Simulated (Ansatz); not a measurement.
# 3-layer 1T-TiSTe (AA) in a perpendicular field, part 2 of 3

Aim: how the 3-layer 1T-TiSTe (AA) screens a field along its normal, and what the field does to its bands. A positive field points along +c.

Ansatz 0.2.0; plane-wave DFT, PBE-D3(BJ), Ansatz PAW (the session's first sound run).

So far. Step 2 (Relaxation): The lattice constant a goes from 3.580 to 3.522 Å.

### 3. Single point, field 0, start network

A sawtooth potential applies the field, turning back in the middle of the vacuum. With the dipole correction the typed value is the field outside the slab. The induced dipole is small, so the SCF threshold is tight.

The cell differs from the one that the last finished run ended in (c 63.815 → 33.403 Å).

The input, input.yaml:

```yaml
crystal:
  lattice:
    - [3.5219816187, 0.0, 0.0]
    - [-1.7609908094, 3.0501255535, 0.0]
    - [0.0, 0.0, 33.4028842115]
  atoms:
    - { symbol: Te, position: [0.6666666667, 0.3333333333, 0.2694378109] }
    - { symbol: Ti, position: [0.0, 0.0, 0.3264248172] }
    - { symbol: S, position: [0.3333333333, 0.6666666667, 0.3641969094] }
    - { symbol: Te, position: [0.6666666667, 0.3333333333, 0.4528565527] }
    - { symbol: Ti, position: [0.0, 0.0, 0.5096017685] }
    - { symbol: S, position: [0.3333333333, 0.6666666667, 0.5474153269] }
    - { symbol: Te, position: [0.6666666667, 0.3333333333, 0.636027303] }
    - { symbol: Ti, position: [0.0, 0.0, 0.6930672985] }
    - { symbol: S, position: [0.3333333333, 0.6666666667, 0.7305621891] }
kpoints:
  mp_grid: { grid: [18, 18, 1] }
  band_path:
    path: [[0, 0, 0], [0.5, 0, 0], [0.33333333, 0.33333333, 0], [0, 0, 0]]
    npoints: 16
hamiltonian:
  xc: pbe
  dispersion: d3bj
scf:
  occupations: { method: fermi_dirac, width: 0.02585 }
  convergence: { dr2_threshold: 1.0e-10 }
efield:
  axis: 3
  dipole_correction: true
  ramp_position: 0.97
  ramp_width: 0.06
  amplitude: 0
output:
  dos: { projected: true, e_range: [-6, 5] }
  bader: true
  write_potential: true
  write_density: true
  volumetric_format: npy
  elf: true
```

Command:

```bash
$ ansatz run input.yaml --threads 4 --pin off --max-ram 12288MiB --backend cpu --events-out ev --progress --plain --runs-dir out
```

Numbers of over 12 decimals in the logs are rounded to 6 here.

Log:

```text
[...]
Crystal: 9 atoms, lattice volume = 358.830 Å³
Basis set: ecut = 420 eV, 6945 PW (Γ)
Bands: 62, of which v1, the nominal top of the filled ones, is band 51 counted from 1 (50 counted from 0)
Symmetry: 6 space group operations
[...]
k-points: 37 of 324 (time reversal used)
[...]
SCF iter   1: F=—  HF=-31158.062888 eV  |F-HF|=—  |Δ(HF+E_count)|=         —  Δρ=1.09e-2  dr2=1.27e1  ethr=1.77e-3  p=-0.115 e·Å  D=-5.81e-2 V/Å  ΔV_dip=1.94 eV  dr2_dipole=8.99e0  V_vac-E_F(+/−)=5.92/3.98 eV  ⟨swp⟩=7.9  Hψ=9451  notcnv=0  defer=3
efield: sawtooth ramp at fractional position 0.9700 (set: `efield.ramp_position`, or a place that a band, a saddle search or an elastic batch's reference lends), width 0.0600; the density the first Hamiltonian is built on has a dipole p = -0.115 e·Å; the dipole correction subtracts the counter field D = -5.81e-2 V/Å, which shifts the + side's vacuum level by +1.94 eV against the − side's; the planar-averaged density in the ramp window peaks in size at 1.7e-5 e/Å³
[...]
SCF iter   2: F=—  HF=-31158.022793 eV  |F-HF|=—  |Δ(HF+E_count)|=   4.01e-2  Δρ=1.03e-2  dr2=2.88e0  ethr=1.77e-3  p=0.000 e·Å  D=4.04e-5 V/Å  ΔV_dip=-0.00 eV  dr2_dipole=6.76e-1  V_vac-E_F(+/−)=4.66/4.67 eV  ⟨swp⟩=2.7  Hψ=3336  notcnv=0  defer=74
[...]
SCF iter  13: F=-31157.846299 eV  HF=-31157.846299 eV  |F-HF|=2.55e-11  |Δ(HF+E_count)|=  1.46e-10  Δρ=4.59e-8  dr2=8.24e-12  ethr=1.00e-12  p=-0.034 e·Å  D=-1.70e-2 V/Å  ΔV_dip=0.57 eV  dr2_dipole=8.12e-13  V_vac-E_F(+/−)=5.13/4.56 eV  ⟨swp⟩=10.6  Hψ=6124  notcnv=0
SCF 1 converged in 13 iterations: F = -31157.846299 eV  dr2 = 8.24e-12
[...]
NSCF: frozen V_eff on 49 k-points
efield: sawtooth ramp at fractional position 0.9700 (kept from the solve that this one continues, or follows in the run), width 0.0600; the density the first Hamiltonian is built on has a dipole p = -0.034 e·Å; the dipole correction subtracts the counter field D = -1.70e-2 V/Å, which shifts the + side's vacuum level by +0.57 eV against the − side's; the planar-averaged density in the ramp window peaks in size at 1.7e-6 e/Å³
[...]
SCF converged after 13 iterations
Free energy (F): -31157.846299 eV
[...]
Internal energy: -31157.836538 eV  (E = F + TS)
E sigma→0 (E₀):  -31157.841418 eV
Entropy (-TS):   -0.009761 eV (-1.085 meV/atom)
Fermi energy:    3.448761 eV
Dipole field:    D = -0.017005 V/Å  (p = -0.033721 e·Å, saw-weighted, corrected)
Work function:   Φ+ = 5.1312 eV   Φ− = 4.5632 eV
Levels:          The Fermi level and band energies are counted from a zero that moves with the ramp; work functions are not
[...]
--- Band table (eV; the first three rows and the last of 37) ---
  k-point 0: bands = [... 47 lower, 3.7309, 3.7309, 3.7389, 3.7389, 4.3798, 4.3798, 4.4168, 4.4806, ... 7 higher]
  k-point 1: bands = [... 47 lower, 3.5779, 3.5926, 3.6175, 3.6417, 4.1475, 4.1804, 4.1980, 4.4869, ... 7 higher]
  k-point 2: bands = [... 47 lower, 3.0387, 3.3528, 3.3967, 3.4368, 3.9899, 4.0080, 4.0216, 4.6616, ... 7 higher]
  k-point 36: bands = [... 47 lower, 1.0435, 1.0496, 1.1256, 1.2080, 4.3511, 4.3627, 4.3956, 4.4117, ... 7 higher]
--- Bader charges: 9 sites ---
  site symbol  charge [e]  shift [e]
     0     Te     -0.5820     0.0014
     1     Ti      1.5220     0.0009
     2      S     -0.9922     0.0005
     3     Te     -0.5318     0.0015
     4     Ti      1.5211     0.0009
     5      S     -0.9907     0.0005
     6     Te     -0.5265     0.0014
     7     Ti      1.5361     0.0008
     8      S     -0.9560     0.0005
  estimated error of the sums over rays = 6.5e-4 e
```

Wall time 52 s (4 threads of Intel Xeon Platinum 8375C at 2.90GHz (Ice Lake), shared host); peak memory 1.4 GiB.

Reading the cycles: dr2 is the Hartree energy of the density residual (eV), the measure of convergence; HF is the Harris–Foulkes estimate of the energy, which meets the free energy F at convergence.

This step gave:

```yaml
energy_at_zero_smearing: -31157.8414 eV
work_function_upper_face: 5.131 eV
work_function_lower_face: 4.563 eV
dipole_along_the_normal: -0.03372 e·Å
step_between_the_vacuum_levels: 0.5680 eV
```

Running mean over a fixed 2.5 Å (it still follows the layers) of the planar mean; the ramp of the sawtooth is left out. Table of electron's electrostatic potential energy less the Fermi level by z:

```tsv
z (Å)	electron's electrostatic potential energy less the Fermi level (eV)
4	4.56
5	4.56
6	4.49
7	3.39
8	0.959
9	-2.07
10	-4.70
11	-6.96
12	-5.47
13	-1.17
14	0.516
15	-1.72
16	-4.38
17	-6.84
18	-5.96
19	-1.49
20	0.412
21	-1.38
22	-4.06
23	-6.69
24	-6.36
25	-1.35
26	3.46
27	5.05
28	5.13
29	5.13
30	5.13
```

The density of states has structure finer than the step of the table below, so its rows give means over 0.25 eV, whole bins alone (the curve runs from -6 to 1.99 eV). Peaks (eV: height): -3.110: 22.3, -2.970: 27.7, -2.170: 13.1, 0.450: 14.8, 1.250: 33.4, 1.310: 40.7, 1.420: 31.2.

Table of density of states by energy, zero at the Fermi level; means over each step:

energy (eV), density of states (states/eV a cell) and a bar:
```
    -5.75        0.2 
    -5.50        3.1 ####
    -5.25        4.0 #####
    -5.00        7.8 ###########
    -4.75        8.7 ############
    -4.50        7.6 ##########
    -4.25        6.5 #########
    -4.00        4.9 ######
    -3.75        7.2 ##########
    -3.50        7.6 ##########
    -3.25       13.1 ##################
    -3.00       16.8 #######################
    -2.75        3.1 ####
    -2.50        4.3 ######
    -2.25        8.5 ############
    -2.00        7.6 ##########
    -1.75        7.6 ##########
    -1.50        5.2 #######
    -1.25        4.6 ######
    -1.00        4.9 #######
    -0.75        3.8 #####
    -0.50        2.3 ###
    -0.25        1.6 ##
     0.00        4.1 #####
     0.25        8.4 ###########
     0.50       10.2 ##############
     0.75        2.7 ###
     1.00        6.6 #########
     1.25       21.6 ##############################
     1.50       18.4 #########################
     1.75        2.0 ##
```

Projected DOS per atom over height of the atomic layer and energy from the Fermi level. Layers: Te Ti S Te Ti S Te Ti S from below.

Ten even steps from '0' (0.00 states/eV) to '9' (5.10 states/eV), each cell a mean:
```
000000000
180190290
170150160
010020020
050040050
020020010
000000000
100100100
110110100
100100200
201210301
311210200
100100000
012123135
125124113
112013002
001001002
212101102
102112212
002102100
001000000
000000000
```
Columns: height of the atomic layer (Å) from 9 to 24.4 (not evenly spaced); rows upwards: energy from the Fermi level (eV) from -5.96 to 1.96.

Electronic bands along the path, in eV, zero at the Fermi level:

```tsv
point	band 48	band 49	band 50	band 51	band 52	band 53	band 54	band 55
Γ	0.28	0.28	0.29	0.29	0.93	0.93	0.97	1.03
halfway	-1.20	-0.61	-0.55	-0.49	0.20	0.23	0.26	1.09
M	-1.84	-0.91	-0.81	-0.72	-0.13	-0.05	0.00	1.24
halfway	-2.19	-2.13	-2.06	-1.94	0.32	0.49	0.64	1.25
K	-2.41	-2.40	-2.32	-2.24	0.90	0.91	0.95	0.96
halfway	-1.52	-1.37	-1.29	-1.20	0.34	0.41	0.52	0.97
Γ	0.28	0.28	0.29	0.29	0.93	0.93	0.97	1.03
```

Valence density in the ca plane at fractional y = 0.000, with atoms of Ti within 0.2 Å of it. It is the smooth field of the valence electrons, not physical close to the nuclei.

Ten steps, logarithmic in the rise over the least value, from '0' (0.00 × 1e0 e/Å³) to '9' (9.54 × 1e0 e/Å³), each cell a mean:
```
00000000000000000011123799841100000112248997
00000000000000000112222466532110001122235664
00000000000000001123332222333211012233222223
00000000000000001233332222233321112333322223
00000000000000001233332212233321112333322223
00000000000000001223332222233221112333322222
00000000000000000122222344332210011222223443
00000000000000000011223588732100001112236886
00000000000000000011123799851100000111248997
```
Columns run along c (16.0 Å, from fractional 0.06 to 0.54 of the cell), rows up along a (3.5 Å). Atoms in or near the plane, at fractional coordinates: Ti at (0.33, 0.00), Ti at (0.51, 0.00).

ELF in the ca plane at fractional y = 0.000, with atoms of Ti within 0.2 Å of it. It is the smooth field of the valence electrons, not physical close to the nuclei.

Values, 5 rows by 16 columns, each cell a mean:
```
0.00 0.00 0.00 0.01 0.10 0.28 0.26 0.48 0.25 0.11 0.06 0.26 0.25 0.47 0.27 0.12
0.00 0.00 0.01 0.10 0.47 0.56 0.49 0.19 0.55 0.44 0.23 0.55 0.52 0.18 0.52 0.49
0.00 0.00 0.01 0.19 0.64 0.55 0.55 0.32 0.74 0.55 0.31 0.56 0.56 0.31 0.72 0.61
0.00 0.00 0.00 0.06 0.35 0.52 0.43 0.24 0.42 0.35 0.18 0.51 0.45 0.23 0.39 0.39
0.00 0.00 0.00 0.01 0.05 0.20 0.23 0.42 0.25 0.06 0.03 0.18 0.21 0.42 0.28 0.07
```
Columns run along c (16.0 Å, from fractional 0.11 to 0.58 of the cell), rows up along a (3.5 Å). Atoms in or near the plane, at fractional coordinates: Ti at (0.33, 0.00), Ti at (0.51, 0.00).

Electrostatic potential energy in the ca plane at fractional y = 0.000, with atoms of Ti within 0.2 Å of it. With pseudopotentials it is smooth inside the atoms' cores, unlike the true potential.

Ten even steps from '0' (-34 eV) to '9' (8 eV), each cell a mean:
```
99999999999999999840001689999999987300037899
99999999999999998873125789999999888631268999
99999999999998878887778889999988788876788899
99999999999998656888888888999986568888888889
99999999999998656789998888999976568899988889
99999999999998767888888889999987678888888899
99999999999999888886456899999998888754578999
99999999999999999861003789999999987410147999
99999999999999999840001589999999987200026899
```
Columns run along c (16.0 Å, from fractional 0.11 to 0.58 of the cell; values clipped at the 3rd and 97th percentile), rows up along a (3.5 Å). Atoms in or near the plane, at fractional coordinates: Ti at (0.33, 0.00), Ti at (0.51, 0.00).

The work function of the upper face is 5.13 eV.

### 4. Atoms held, field 0.05 V/Å

Edit input.yaml of step 3 so:

```diff
@@ -31,6 +31,4 @@
   ramp_width: 0.06
-  amplitude: 0
+  amplitude: 0.05
 output:
-  dos: { projected: true, e_range: [-6, 5] }
-  bader: true
   write_potential: true
@@ -38,2 +36 @@
   volumetric_format: npy
-  elf: true
```

Log:

```text
[...]
Crystal: 9 atoms, lattice volume = 358.830 Å³
Basis set: ecut = 420 eV, 6945 PW (Γ)
Bands: 62, of which v1, the nominal top of the filled ones, is band 51 counted from 1 (50 counted from 0)
Symmetry: 6 space group operations
[...]
k-points: 37 of 324 (time reversal used)
[...]
k-point 0: bands = [... 47 lower, 3.7275, 3.7275, 3.7353, 3.7353, 4.3749, 4.3749, 4.4170, 4.4753, ... 7 higher]
  k-point 1: bands = [... 47 lower, 3.5744, 3.5876, 3.6134, 3.6382, 4.1426, 4.1773, 4.1949, 4.4821, ... 7 higher]
  k-point 2: bands = [... 47 lower, 3.0350, 3.3480, 3.3921, 3.4331, 3.9845, 4.0046, 4.0191, 4.6568, ... 7 higher]
  k-point 36: bands = [... 47 lower, 1.0410, 1.0418, 1.1202, 1.2039, 4.3458, 4.3582, 4.3914, 4.4073, ... 7 higher]
[key lines of the parts left out:]
SCF converged after 13 iterations
Free energy (F): -31157.845922 eV
Fermi energy:    3.444888 eV
Dipole field:    D = 0.009413 V/Å  (p = 0.018666 e·Å, saw-weighted, corrected)
```

Run time: 30 s. Hardware: 4 threads; peak memory 1.4 GiB.

The dipole is 0.0187 e·Å, 0.0524 e·Å from its value without field.

### 5. Single point, field -0.05 V/Å

Edit input.yaml of step 4 so:

```diff
@@ -31,3 +31,3 @@
   ramp_width: 0.06
-  amplitude: 0.05
+  amplitude: -0.05
 output:
```

Log:

```text
[...]
Crystal: 9 atoms, lattice volume = 358.830 Å³
Basis set: ecut = 420 eV, 6945 PW (Γ)
Bands: 62, of which v1, the nominal top of the filled ones, is band 51 counted from 1 (50 counted from 0)
Symmetry: 6 space group operations
[...]
k-points: 37 of 324 (time reversal used)
[...]
k-point 0: bands = [... 47 lower, 3.7341, 3.7341, 3.7424, 3.7424, 4.3844, 4.3844, 4.4164, 4.4858, ... 7 higher]
  k-point 1: bands = [... 47 lower, 3.5814, 3.5975, 3.6215, 3.6452, 4.1522, 4.1831, 4.2013, 4.4916, ... 7 higher]
  k-point 2: bands = [... 47 lower, 3.0422, 3.3573, 3.4011, 3.4403, 3.9952, 4.0113, 4.0242, 4.6662, ... 7 higher]
  k-point 36: bands = [... 47 lower, 1.0452, 1.0577, 1.1310, 1.2120, 4.3561, 4.3670, 4.3996, 4.4159, ... 7 higher]
[key lines of the parts left out:]
SCF converged after 13 iterations
Free energy (F): -31157.849294 eV
Fermi energy:    3.452484 eV
Dipole field:    D = -0.043416 V/Å  (p = -0.086094 e·Å, saw-weighted, corrected)
```

Wall time 30 s (4 threads); peak memory 1.4 GiB.

The dipole is -0.0861 e·Å, -0.0524 e·Å from its value without field.

### 6. Atoms held, field 0.1 V/Å

Edit input.yaml of step 5 so:

```diff
@@ -29,5 +29,5 @@
   dipole_correction: true
-  ramp_position: 0.97
-  ramp_width: 0.06
-  amplitude: -0.05
+  ramp_position: 0.9626
+  ramp_width: 0.065
+  amplitude: 0.1
 output:
```

Log:

```text
[...]
Crystal: 9 atoms, lattice volume = 358.830 Å³
Basis set: ecut = 420 eV, 6945 PW (Γ)
Bands: 62, of which v1, the nominal top of the filled ones, is band 51 counted from 1 (50 counted from 0)
Symmetry: 6 space group operations
[...]
k-points: 37 of 324 (time reversal used)
[...]
k-point 0: bands = [... 47 lower, 3.7345, 3.7345, 3.7422, 3.7422, 4.3804, 4.3804, 4.4275, 4.4804, ... 7 higher]
  k-point 1: bands = [... 47 lower, 3.5813, 3.5928, 3.6197, 3.6451, 4.1479, 4.1842, 4.2025, 4.4875, ... 7 higher]
  k-point 2: bands = [... 47 lower, 3.0417, 3.3535, 3.3979, 3.4399, 3.9893, 4.0113, 4.0270, 4.6622, ... 7 higher]
  k-point 36: bands = [... 47 lower, 1.0425, 1.0505, 1.1254, 1.2103, 4.3508, 4.3640, 4.3977, 4.4131, ... 7 higher]
[key lines of the parts left out:]
SCF converged after 13 iterations
Free energy (F): -31157.848165 eV
Fermi energy:    3.451364 eV
Dipole field:    D = 0.035834 V/Å  (p = 0.071060 e·Å, saw-weighted, corrected)
```

Run time: 31 s. Hardware: 4 threads; peak memory 1.4 GiB; 2 min of CPU time.

The dipole is 0.0711 e·Å, 0.105 e·Å from its value without field.

### 7. Single point, field 0.2 V/Å

Edit input.yaml of step 6 so:

```diff
@@ -31,3 +31,3 @@
   ramp_width: 0.065
-  amplitude: 0.1
+  amplitude: 0.2
 output:
```

Log:

```text
[...]
Crystal: 9 atoms, lattice volume = 358.830 Å³
Basis set: ecut = 420 eV, 6945 PW (Γ)
Bands: 62, of which v1, the nominal top of the filled ones, is band 51 counted from 1 (50 counted from 0)
Symmetry: 6 space group operations
[...]
k-points: 37 of 324 (time reversal used)
[...]
k-point 0: bands = [... 47 lower, 3.7346, 3.7346, 3.7421, 3.7421, 4.3774, 4.3774, 4.4344, 4.4770, ... 7 higher]
  k-point 1: bands = [... 47 lower, 3.5814, 3.5893, 3.6188, 3.6451, 4.1447, 4.1836, 4.2049, 4.4845, ... 7 higher]
  k-point 2: bands = [... 47 lower, 3.0416, 3.3506, 3.3960, 3.4398, 3.9852, 4.0110, 4.0294, 4.6593, ... 7 higher]
  k-point 36: bands = [... 47 lower, 1.0313, 1.0543, 1.1226, 1.2094, 4.3471, 4.3617, 4.3966, 4.4109, ... 7 higher]
[key lines of the parts left out:]
SCF converged after 14 iterations
Free energy (F): -31157.860512 eV
Fermi energy:    3.450553 eV
Dipole field:    D = 0.088698 V/Å  (p = 0.175890 e·Å, saw-weighted, corrected)
```

Run time: 31 s. Hardware: 4 threads; peak memory 1.4 GiB.

The dipole is 0.176 e·Å, 0.210 e·Å from its value without field.

### 8. Atoms held, field 0.3 V/Å

Edit input.yaml of step 7 so:

```diff
@@ -29,6 +29,8 @@
   dipole_correction: true
-  ramp_position: 0.9626
-  ramp_width: 0.065
-  amplitude: 0.2
+  ramp_position: 0.9604
+  ramp_width: 0.0693
+  amplitude: 0.3
 output:
+  dos: { projected: true, e_range: [-6, 5] }
+  bader: true
   write_potential: true
@@ -36 +38,2 @@
   volumetric_format: npy
+  elf: true
```

Log:

```text
[...]
Crystal: 9 atoms, lattice volume = 358.830 Å³
Basis set: ecut = 420 eV, 6945 PW (Γ)
Bands: 62, of which v1, the nominal top of the filled ones, is band 51 counted from 1 (50 counted from 0)
Symmetry: 6 space group operations
[...]
k-points: 37 of 324 (time reversal used)
[...]
--- Bader charges: 9 sites ---
  site symbol  charge [e]  shift [e]
     0     Te     -0.5985     0.0014
     1     Ti      1.5215     0.0009
     2      S     -0.9927     0.0005
     3     Te     -0.5321     0.0015
     4     Ti      1.5212     0.0009
     5      S     -0.9905     0.0005
     6     Te     -0.5260     0.0014
     7     Ti      1.5381     0.0008
     8      S     -0.9409     0.0006
  estimated error of the sums over rays = 6.4e-4 e
[key lines of the parts left out:]
SCF converged after 14 iterations
Free energy (F): -31157.883344 eV
Fermi energy:    3.449347 eV
Dipole field:    D = 0.141588 V/Å  (p = 0.280771 e·Å, saw-weighted, corrected)
```

The job ended after 54 s (4 threads; peak memory 1.4 GiB).

The dipole is 0.281 e·Å, 0.314 e·Å from its value without field.

### 9. Response, atoms held

This step: plane-wave DFT, PBE-D3(BJ), Ansatz PAW; response to a field along the normal, atoms held (Ansatz 0.2.0).

The dipoles give the slope, and the difference of two potentials shows where the field is screened.

This step gave:

| Property | Result |
| --- | --- |
| equivalent conductor thickness p/(ε₀AE) | 17.65 Å |
| distance between the outer atoms | 15.40 Å |

Table of dipole of the cell by applied field:

```tsv
applied field (V/Å)	dipole of the cell (e·Å)
-0.050	-0.0861
0.000	-0.0337
0.050	0.0187
0.100	0.0711
0.200	0.176
0.300	0.281
```

Local field over the applied field, running mean. From the potentials at -0.05 and 0.05 V/Å; running mean over 2.5 Å. Local field over applied field against z:

z (Å), local field over applied field and a bar from the least value:
```
        5      0.991 ##############################
        6      0.939 ############################
        7      0.723 ######################
        8      0.382 ###########
        9      0.097 ###
       10      0.020 #
       11      0.017 #
       12      0.017 #
       13      0.008 
       14      0.007 
       15      0.003 
       16      0.001 
       17      0.001 
       18      0.003 
       19      0.005 
       20      0.003 
       21     -0.001 
       22      0.008 
       23      0.016 #
       24      0.087 ###
       25      0.363 ###########
       26      0.720 ######################
       27      0.947 ############################
       28      0.994 ##############################
       29      1.000 ##############################
```

Electrons, planar mean, per unit field. Induced electron density against z:

```tsv
z (Å)	induced electron density (e/Å³ per V/Å)
5	3.8e-5
6	3.0e-4
7	0.00174
8	0.00299
9	7.6e-4
10	-3.1e-4
11	2.9e-4
12	1.8e-4
13	-5.5e-5
14	4.6e-5
15	3.0e-5
16	-2.2e-5
17	5.5e-5
18	-1.8e-5
19	-5.3e-5
20	7.6e-5
21	2.3e-5
22	-1.3e-4
23	2.3e-4
24	-8.3e-4
25	-0.00314
26	-0.00182
27	-2.4e-4
28	-2.3e-5
29	-1.8e-6
```

By hand: between -0.05 and 0.05 V/Å the dipole changes by 0.1048 e·Å, a slope of 1.048 e·Å²/V. A perfect conductor of thickness t has p = ε₀AEt, so t = 180.95 × 1.048 / 10.742 = 17.65 Å (e/ε₀ = 180.95 V·Å, A in Å²).

The induced dipole is that of a conductor 17.65 Å thick.

(Part 2 of 3 ends here.)

[Logs are printed without paths, hosts, clocks, repeated set-up lines and the standing remarks that a program may print on its own settings, such as how far it seeks lower states.]

[Hosts, paths, dates, database ids (printed as entryN), source tags and the programs' standing remarks are cut or masked in the printed files.]

[Maps of the electrostatic potential energy from Ansatz leave out the sawtooth potential of an applied field or a dipole correction, so their vacuum need not be flat; planar profiles and work functions include it.]
